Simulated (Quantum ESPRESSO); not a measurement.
# Sn (Immm) in Quantum ESPRESSO: settings compared

Aim: see how the results for Sn move with the level of theory and the settings. Levels: r2SCAN, SCAN, vdW-DF-cx, TASK, revTPSS. Tasks: band structure.

Everything below comes from runs of Quantum ESPRESSO 7.5. Logs are shortened: lines on timing, memory, paths and dates and some standing lists are left out, and cuts for length are marked.

### Step 1. The crystal as given

Symmetry: Immm, No. 71, orthorhombic system. Conventional cell: a = 3.453 Å, b = 3.551 Å, c = 4.677 Å, α = 90.00°, β = 90.00°, γ = 90.00°. Around Sn (site symmetry mmm) lie 12 Sn at 3.41 to 3.55 Å.

This isn't the form of Sn at room conditions, which is tetragonal (white tin).

### Step 2. Band structure, r2SCAN

Input file pw.in:

```
&CONTROL
  calculation = 'scf'
  prefix = 'pwscf'
  outdir = './tmp'
  pseudo_dir = './pseudo'
  tprnfor = .true.
  tstress = .true.
  disk_io = 'low'
/
&SYSTEM
  ibrav = 0
  celldm(1) = 8
  nat = 1
  ntyp = 1
  ecutwfc = 70
  nbnd = 13
  input_dft = 'r2scan'
  occupations = 'smearing'
  smearing = 'fd'
  degauss = 0.00367493
  nosym = .true.
/
&ELECTRONS
  conv_thr = 1d-08
  electron_maxstep = 120
  mixing_beta = 0.5
/
ATOMIC_SPECIES
Sn   118.7100 Sn_ONCV_PBE-1.2.upf
CELL_PARAMETERS alat
 -0.4078357316857   0.4194121939251   0.5523532457137
  0.4078357316857  -0.4194121939251   0.5523532457137
  0.4078357316857   0.4194121939251  -0.5523532457137
ATOMIC_POSITIONS crystal
Sn     0.0000000000    0.0000000000    0.0000000000
K_POINTS automatic
11 11 11 0 0 0
```

Input file pp_density.in:

```
&INPUTPP
  prefix = 'pwscf'
  outdir = './tmp'
  filplot = 'density.dat'
  plot_num = 0
/
&PLOT
  nfile = 1
  filepp(1) = 'density.dat'
  iflag = 3
  output_format = 6
  fileout = 'density.cube'
/
```

Input file pp_potential.in:

```
&INPUTPP
  prefix = 'pwscf'
  outdir = './tmp'
  filplot = 'potential.dat'
  plot_num = 11
/
&PLOT
  nfile = 1
  filepp(1) = 'potential.dat'
  iflag = 3
  output_format = 6
  fileout = 'potential.cube'
/
```

Input file pp_elf.in:

```
&INPUTPP
  prefix = 'pwscf'
  outdir = './tmp'
  filplot = 'elf.dat'
  plot_num = 8
/
&PLOT
  nfile = 1
  filepp(1) = 'elf.dat'
  iflag = 3
  output_format = 6
  fileout = 'elf.cube'
/
```

Input file bands.in:

```
&CONTROL
  calculation = 'bands'
  prefix = 'pwscf'
  outdir = './tmp'
  pseudo_dir = './pseudo'
  disk_io = 'low'
  verbosity = 'high'
/
&SYSTEM
  ibrav = 0
  celldm(1) = 8
  nat = 1
  ntyp = 1
  ecutwfc = 70
  nbnd = 13
  input_dft = 'r2scan'
  occupations = 'smearing'
  smearing = 'fd'
  degauss = 0.00367493
  nosym = .true.
/
&ELECTRONS
  conv_thr = 1d-08
  electron_maxstep = 120
  mixing_beta = 0.5
  diago_full_acc = .true.
  startingwfc = 'random'
/
ATOMIC_SPECIES
Sn   118.7100 Sn_ONCV_PBE-1.2.upf
CELL_PARAMETERS alat
 -0.4078357316857   0.4194121939251   0.5523532457137
  0.4078357316857  -0.4194121939251   0.5523532457137
  0.4078357316857   0.4194121939251  -0.5523532457137
ATOMIC_POSITIONS crystal
Sn     0.0000000000    0.0000000000    0.0000000000
K_POINTS crystal
60
 0.0000000000  0.0000000000  0.0000000000 1
-0.0551848570  0.0551848570  0.0551848570 1
-0.1103697140  0.1103697140  0.1103697140 1
-0.1655545709  0.1655545709  0.1655545709 1
-0.2207394279  0.2207394279  0.2207394279 1
-0.2759242849  0.2759242849  0.2759242849 1
-0.3311091419  0.3311091419  0.3311091419 1
-0.3862939988  0.3862939988  0.3862939988 1
-0.2804352521  0.2804352521  0.4921527456 1
-0.1869568348  0.1869568348  0.4947684970 1
-0.0934784174  0.0934784174  0.4973842485 1
 0.0000000000  0.0000000000  0.5000000000 1
 0.0833333333  0.0833333333  0.4166666667 1
 0.1666666667  0.1666666667  0.3333333333 1
 0.2500000000  0.2500000000  0.2500000000 1
 0.1875000000  0.3125000000  0.1875000000 1
 0.1250000000  0.3750000000  0.1250000000 1
 0.0625000000  0.4375000000  0.0625000000 1
 0.0000000000  0.5000000000  0.0000000000 1
 0.0965734997  0.5284265003 -0.0965734997 1
 0.1931469994  0.5568530006 -0.1931469994 1
 0.2897204991  0.5852795009 -0.2897204991 1
 0.3862939988  0.6137060012 -0.3862939988 1
 0.4431469994  0.5568530006 -0.4431469994 1
 0.5000000000  0.5000000000 -0.5000000000 1
 0.4375000000  0.4375000000 -0.4375000000 1
 0.3750000000  0.3750000000 -0.3750000000 1
 0.3125000000  0.3125000000 -0.3125000000 1
 0.2500000000  0.2500000000 -0.2500000000 1
 0.1875000000  0.1875000000 -0.1875000000 1
 0.1250000000  0.1250000000 -0.1250000000 1
 0.0625000000  0.0625000000 -0.0625000000 1
 0.0000000000  0.0000000000  0.0000000000 1
 0.0437934726 -0.0437934726  0.0437934726 1
 0.0875869452 -0.0875869452  0.0875869452 1
 0.1313804178 -0.1313804178  0.1313804178 1
 0.1751738903 -0.1751738903  0.1751738903 1
 0.2189673629 -0.2189673629  0.2189673629 1
 0.2627608355 -0.2627608355  0.2627608355 1
 0.3065543081 -0.3065543081  0.3065543081 1
 0.3503477807 -0.3503477807  0.3503477807 1
 0.3941412533 -0.3941412533  0.3941412533 1
 0.4153130026 -0.3153130026  0.3153130026 1
 0.4364847520 -0.2364847520  0.2364847520 1
 0.4576565013 -0.1576565013  0.1576565013 1
 0.4788282507 -0.0788282507  0.0788282507 1
 0.5000000000  0.0000000000  0.0000000000 1
 0.4642857143  0.0357142857  0.0357142857 1
 0.4285714286  0.0714285714  0.0714285714 1
 0.3928571429  0.1071428571  0.1071428571 1
 0.3571428571  0.1428571429  0.1428571429 1
 0.3214285714  0.1785714286  0.1785714286 1
 0.2857142857  0.2142857143  0.2142857143 1
 0.2500000000  0.2500000000  0.2500000000 1
 0.2804352521 -0.2804352521  0.5078472544 1
 0.3372882527 -0.3372882527  0.4509942539 1
 0.3941412533 -0.3941412533  0.3941412533 1
 0.6058587467  0.3941412533 -0.3941412533 1
 0.5529293734  0.4470706266 -0.4470706266 1
 0.5000000000  0.5000000000 -0.5000000000 1
```

Potentials or basis: SG15 PBE 1.2.

Started as:

```console
$ OMP_NUM_THREADS=1 mpirun -n 2 pw.x -nk 2 -in pw.in > pw.out
$ OMP_NUM_THREADS=1 mpirun -n 1 pp.x -in pp_density.in > pp_density.out
$ OMP_NUM_THREADS=1 mpirun -n 1 pp.x -in pp_potential.in > pp_potential.out
$ OMP_NUM_THREADS=1 mpirun -n 1 pp.x -in pp_elf.in > pp_elf.out
$ OMP_NUM_THREADS=1 mpirun -n 2 pw.x -nk 2 -in bands.in > bands.out
```

pw.out:

```text
This program is part of the open-source Quantum ESPRESSO suite
     for quantum simulation of materials; please cite
         "P. Giannozzi et al., J. Phys.:Condens. Matter 21 395502 (2009);
         "P. Giannozzi et al., J. Phys.:Condens. Matter 29 465901 (2017);
         "P. Giannozzi et al., J. Chem. Phys. 152 154105 (2020);
     in publications or presentations arising from this work. More details at

     IMPORTANT: XC functional enforced from input :
     Exchange-correlation= R2SCAN
                           (   0   0   0   0   0 497 498)
     Any further DFT definition will be discarded
     Please, verify this is what you really want

     K-points division:     npool     =       2
     Subspace diagonalization in iterative solution of the eigenvalue problem:
     a serial algorithm will be used

     G-vector sticks info
     --------------------
     sticks:   dense  smooth     PW     G-vecs:    dense   smooth      PW
     Sum         931     931    303                15291    15291    2997

     Using Slab Decomposition

     bravais-lattice index     =            0
     lattice parameter (alat)  =       8.0000  a.u.
     unit-cell volume          =     193.4965 (a.u.)^3
     number of atoms/cell      =            1
     number of atomic types    =            1
     number of electrons       =        14.00
     number of Kohn-Sham states=           13
     kinetic-energy cutoff     =      70.0000  Ry
     charge density cutoff     =     280.0000  Ry
     scf convergence threshold =      1.0E-08
     mixing beta               =       0.5000
     number of iterations used =            8  plain     mixing
     Exchange-correlation= R2SCAN
                           (   0   0   0   0   0 497 498)

     celldm(1)=   8.000000  celldm(2)=   0.000000  celldm(3)=   0.000000
     celldm(4)=   0.000000  celldm(5)=   0.000000  celldm(6)=   0.000000

     crystal axes: (cart. coord. in units of alat)
               a(1) = (  -0.407836   0.419412   0.552353 )
               a(2) = (   0.407836  -0.419412   0.552353 )
               a(3) = (   0.407836   0.419412  -0.552353 )

     reciprocal axes: (cart. coord. in units 2 pi/alat)
               b(1) = ( -0.000000  1.192145  0.905218 )
               b(2) = (  1.225984 -0.000000  0.905218 )
               b(3) = (  1.225984  1.192145  0.000000 )

     PseudoPot. # 1 for Sn read from file:
     Sn_ONCV_PBE-1.2.upf
     Pseudo is Norm-conserving, Zval = 14.0
     Generated using ONCVPSP code by D. R. Hamann
     Using radial grid of  602 points,  6 beta functions with:
                l(1) =   0
                l(2) =   0
                l(3) =   1
                l(4) =   1
                l(5) =   2
                l(6) =   2

     atomic species   valence    mass     pseudopotential
     Sn               14.00   118.71000     Sn( 1.00)

     No symmetry found

   Cartesian axes

     site n.     atom                  positions (alat units)
         1        Sn     tau(   1) = (   0.0000000   0.0000000   0.0000000  )

     number of k points=   666  Fermi-Dirac smearing, width (Ry)=  0.0037

     Number of k-points >= 100: set verbosity='high' to print them.

     Dense  grid:    15291 G-vectors     FFT dimensions: (  36,  36,  36)

     WARNING: libxc functional with ID  497 depends
      on external parameters: check the user_guide of
      QE if you need to modify them or to check their
      default values.

     WARNING: libxc functional with ID  498 depends
      on external parameters: check the user_guide of
      QE if you need to modify them or to check their
      default values.

     Initial potential from superposition of free atoms

     starting charge      13.9134, renormalised to      14.0000
     Starting wfcs are random

     Self-consistent Calculation

     iteration #  1     ecut=    70.00 Ry     beta= 0.50
     Davidson diagonalization with overlap
     ethr =  1.00E-02,  avg # of iterations =  8.4

     total energy              =    -119.81339993 Ry
     estimated scf accuracy    <      13.94378237 Ry

     iteration #  2     ecut=    70.00 Ry     beta= 0.50
     Davidson diagonalization with overlap
     ethr =  1.00E-02,  avg # of iterations =  1.0

     total energy              =    -119.90233882 Ry
     estimated scf accuracy    <       4.24282189 Ry

     iteration #  3     ecut=    70.00 Ry     beta= 0.50
     Davidson diagonalization with overlap
     ethr =  1.00E-02,  avg # of iterations =  1.0

     total energy              =    -119.90604796 Ry
     estimated scf accuracy    <       0.03838091 Ry

     iteration #  4     ecut=    70.00 Ry     beta= 0.50
     Davidson diagonalization with overlap
     ethr =  2.74E-04,  avg # of iterations =  1.9

     total energy              =    -119.90616137 Ry
     estimated scf accuracy    <       0.00022772 Ry

     iteration #  5     ecut=    70.00 Ry     beta= 0.50
     Davidson diagonalization with overlap
     ethr =  1.63E-06,  avg # of iterations =  6.1

     total energy              =    -119.90618165 Ry
     estimated scf accuracy    <       0.00003512 Ry

     iteration #  6     ecut=    70.00 Ry     beta= 0.50
     Davidson diagonalization with overlap
     ethr =  2.51E-07,  avg # of iterations =  1.0

     total energy              =    -119.90618244 Ry
     estimated scf accuracy    <       0.00000034 Ry

     iteration #  7     ecut=    70.00 Ry     beta= 0.50
     Davidson diagonalization with overlap
     ethr =  2.43E-09,  avg # of iterations =  2.0

     total energy              =    -119.90618255 Ry
     estimated scf accuracy    <       0.00000008 Ry

     iteration #  8     ecut=    70.00 Ry     beta= 0.50
     Davidson diagonalization with overlap
     ethr =  5.95E-10,  avg # of iterations =  1.0

     End of self-consistent calculation

     Number of k-points >= 100: set verbosity='high' to print the bands.

     the Fermi energy is    11.7678 ev

!    total energy              =    -119.90618256 Ry
     estimated scf accuracy    <          3.8E-09 Ry
     smearing contrib. (-TS)   =      -0.00021777 Ry
     internal energy E=F+TS    =    -119.90596479 Ry

     The total energy is F=E-TS. E is the sum of the following terms:
     one-electron contribution =     -30.46988344 Ry
     hartree contribution      =      22.38617645 Ry
     xc contribution           =     -13.95743594 Ry
     ewald contribution        =     -97.86482185 Ry

     convergence has been achieved in   8 iterations

     Forces acting on atoms (cartesian axes, Ry/au):

     atom    1 type  1   force =     0.00000000    0.00000000    0.00000000

     Total force =     0.000000     Total SCF correction =     0.000002

     Computing stress (Cartesian axis) and pressure

          total   stress  (Ry/bohr**3)                   (kbar)     P=      -31.99
  -0.00017638   0.00000000  -0.00000000          -25.95        0.00       -0.00
   0.00000000  -0.00029177  -0.00000000            0.00      -42.92       -0.00
  -0.00000000  -0.00000000  -0.00018415           -0.00       -0.00      -27.09

=------------------------------------------------------------------------------=
   JOB DONE.
=------------------------------------------------------------------------------=
```

It took 5.9 min on 2 MPI ranks of Arm Neoverse V2, shared host; peak memory 0.38 GiB.

What came out:

```
Free energy            : -1631.4067 eV
Pressure               : -3.2 GPa
Band gap on the k mesh : none (metal or under the smearing width)
```

Levels at the corners of the path, in eV from the Fermi level:
```
point  band 5  band 6  band 7  band 8  band 9  band 10
    Γ  -21.28  -11.39    7.22    7.37    7.78    11.76
    X  -21.22   -5.02   -2.48   -1.16    1.98     5.95
    L  -21.19   -4.98   -1.85   -1.53    0.20     9.96
    T  -21.18   -5.65   -3.78    2.10    2.55     6.23
    W  -21.22   -5.31   -1.82   -1.59   -0.18    12.31
    R  -21.21   -7.08   -4.50    4.93    5.87     9.81
   X1  -21.22   -5.02   -2.48   -1.16    1.98     5.95
    Z  -21.19   -4.87   -3.29    1.23    1.90     5.30
    Γ  -21.28  -11.39    7.22    7.37    7.78    11.76
    Y  -21.21   -5.16   -2.63   -1.13    2.51     6.42
    S  -21.21   -7.34   -4.57    5.38    6.17    10.32
    W  -21.22   -5.31   -1.82   -1.59   -0.18    12.31
   L1  -21.19   -4.98   -1.85   -1.53    0.20     9.96
    Y  -21.21   -5.16   -2.63   -1.13    2.51     6.42
   Y1  -21.21   -5.16   -2.63   -1.13    2.51     6.42
    Z  -21.19   -4.87   -3.29    1.23    1.90     5.30
```

Caveat: the potentials were made for another functional, which shifts forces and pressure; spin-orbit coupling is left out, which moves the levels of the heavy elements.

### Step 3. Band structure, SCAN

Edit pw.in of step 2 so:

```diff
@@ -16,3 +16,3 @@
   nbnd = 13
-  input_dft = 'r2scan'
+  input_dft = 'scan'
   occupations = 'smearing'
```

Edit bands.in of step 2 so:

```diff
@@ -15,3 +15,3 @@
   nbnd = 13
-  input_dft = 'r2scan'
+  input_dft = 'scan'
   occupations = 'smearing'
```

Potentials or basis: SG15 PBE 1.2.

Started as:

```console
$ OMP_NUM_THREADS=1 mpirun -n 2 pw.x -nk 2 -in pw.in > pw.out
$ OMP_NUM_THREADS=1 mpirun -n 2 pw.x -nk 2 -in bands.in > bands.out
```

Run time: 6.2 min. Hardware: 2 MPI ranks of Arm Neoverse V2, shared host; peak memory 0.38 GiB.

Results (log left out):

| Quantity | Value |
| --- | --- |
| Free energy | -1632.7055 eV |
| Pressure | -3.8 GPa |
| Band gap on the k mesh | none (metal or under the smearing width) |

Stress tensor (GPa, compression positive):
```
-3.10  0.00  0.00
 0.00 -4.60  0.00
 0.00  0.00 -3.66
```

Levels at the corners of the path, in eV from the Fermi level:
```tsv
point	band 3	band 4	band 5	band 6	band 7	band 8	band 9	band 10	band 11	band 12
Γ	-20.93	-20.90	-20.85	-11.37	7.23	7.41	7.81	11.89	11.98	12.59
X	-20.84	-20.81	-20.78	-4.82	-2.55	-1.18	1.92	6.06	11.14	18.20
L	-20.88	-20.84	-20.76	-4.78	-1.92	-1.57	0.20	10.04	11.59	14.01
T	-20.81	-20.78	-20.75	-5.50	-3.82	2.05	2.55	6.40	6.53	21.10
W	-20.90	-20.84	-20.79	-5.14	-1.86	-1.61	-0.20	12.42	13.92	13.93
R	-20.93	-20.79	-20.78	-6.96	-4.55	4.89	5.87	10.04	10.47	11.42
X1	-20.84	-20.81	-20.78	-4.82	-2.55	-1.18	1.92	6.06	11.14	18.20
Z	-20.81	-20.76	-20.76	-4.65	-3.36	1.16	1.84	5.44	6.16	21.34
Γ	-20.93	-20.90	-20.85	-11.37	7.23	7.41	7.81	11.89	11.98	12.59
Y	-20.83	-20.80	-20.78	-4.97	-2.70	-1.14	2.46	6.53	9.69	18.72
S	-20.93	-20.81	-20.78	-7.23	-4.61	5.35	6.18	10.53	11.06	11.48
W	-20.90	-20.84	-20.79	-5.14	-1.86	-1.61	-0.20	12.42	13.92	13.93
L1	-20.88	-20.84	-20.76	-4.78	-1.92	-1.57	0.20	10.04	11.59	14.01
Y	-20.83	-20.80	-20.78	-4.97	-2.70	-1.14	2.46	6.53	9.69	18.72
Y1	-20.83	-20.80	-20.78	-4.97	-2.70	-1.14	2.46	6.53	9.69	18.72
Z	-20.81	-20.76	-20.76	-4.65	-3.36	1.16	1.84	5.44	6.16	21.34
```

Caveat: the potentials were made for another functional, which shifts forces and pressure; spin-orbit coupling is left out, which moves the levels of the heavy elements.

### Step 4. Band structure, vdW-DF-cx

Edit pw.in of step 3 so:

```diff
@@ -16,3 +16,3 @@
   nbnd = 13
-  input_dft = 'scan'
+  input_dft = 'vdw-df-cx'
   occupations = 'smearing'
@@ -20,6 +20,5 @@
   degauss = 0.00367493
-  nosym = .true.
 /
 &ELECTRONS
-  conv_thr = 1d-08
+  conv_thr = 2d-10
   electron_maxstep = 120
```

pp_density.in is that of step 2.

pp_potential.in is that of step 2.

pp_elf.in is that of step 2.

Edit bands.in of step 3 so:

```diff
@@ -15,3 +15,3 @@
   nbnd = 13
-  input_dft = 'scan'
+  input_dft = 'vdw-df-cx'
   occupations = 'smearing'
@@ -19,3 +19,2 @@
   degauss = 0.00367493
-  nosym = .true.
 /
```

Started as:

```console
$ OMP_NUM_THREADS=1 mpirun -n 2 pw.x -nk 2 -in pw.in > pw.out
$ OMP_NUM_THREADS=1 mpirun -n 1 pp.x -in pp_density.in > pp_density.out
$ OMP_NUM_THREADS=1 mpirun -n 1 pp.x -in pp_potential.in > pp_potential.out
$ OMP_NUM_THREADS=1 mpirun -n 1 pp.x -in pp_elf.in > pp_elf.out
$ OMP_NUM_THREADS=1 mpirun -n 2 pw.x -nk 2 -in bands.in > bands.out
```

Run time: 4.3 min. Hardware: 2 MPI ranks of Arm Neoverse V2, shared host; peak memory 0.24 GiB.

Results (log left out):

```yaml
Free_energy: -1640.9689 eV
Pressure: -3.4 GPa
Band_gap_on_the_k_mesh: none (metal or under the smearing width)
```

Stress tensor (GPa, compression positive):
```
-2.77  0.00  0.00
 0.00 -4.43  0.00
 0.00  0.00 -3.10
```

Levels at the corners of the path, in eV from the Fermi level:
```
point  band 3  band 4  band 5  band 6  band 7  band 8  band 9  band 10  band 11  band 12
    Γ  -21.38  -21.35  -21.32  -10.76    7.01    7.16    7.56    10.97    11.09    11.61
    X  -21.30  -21.28  -21.27   -4.56   -2.33   -1.19    1.92     5.31    10.32    17.07
    L  -21.34  -21.31  -21.25   -4.51   -1.74   -1.46    0.02     9.26    10.74    13.07
    T  -21.28  -21.26  -21.24   -5.21   -3.57    2.06    2.44     5.57     5.93    19.77
    W  -21.36  -21.31  -21.27   -4.82   -1.74   -1.53   -0.32    11.53    12.97    12.98
    R  -21.38  -21.27  -21.27   -6.59   -4.33    4.81    5.69     9.23     9.64    10.33
   X1  -21.30  -21.28  -21.27   -4.56   -2.33   -1.19    1.92     5.31    10.32    17.07
    Z  -21.28  -21.25  -21.25   -4.44   -3.08    1.21    1.85     4.67     5.48    20.11
    Γ  -21.38  -21.35  -21.32  -10.76    7.01    7.16    7.56    10.97    11.09    11.61
    Y  -21.30  -21.28  -21.26   -4.70   -2.46   -1.17    2.43     5.78     8.92    17.56
    S  -21.39  -21.28  -21.26   -6.83   -4.39    5.24    5.99     9.72    10.19    10.39
    W  -21.36  -21.31  -21.27   -4.82   -1.74   -1.53   -0.32    11.53    12.97    12.98
   L1  -21.34  -21.31  -21.25   -4.51   -1.74   -1.46    0.02     9.26    10.74    13.07
    Y  -21.30  -21.28  -21.26   -4.70   -2.46   -1.17    2.43     5.78     8.92    17.56
   Y1  -21.30  -21.28  -21.26   -4.70   -2.46   -1.17    2.43     5.78     8.92    17.56
    Z  -21.28  -21.25  -21.25   -4.44   -3.08    1.21    1.85     4.67     5.48    20.11
```

Caveat: the potentials were made for another functional, which shifts forces and pressure; spin-orbit coupling is left out, which moves the levels of the heavy elements.

[end of part 1 of 2]
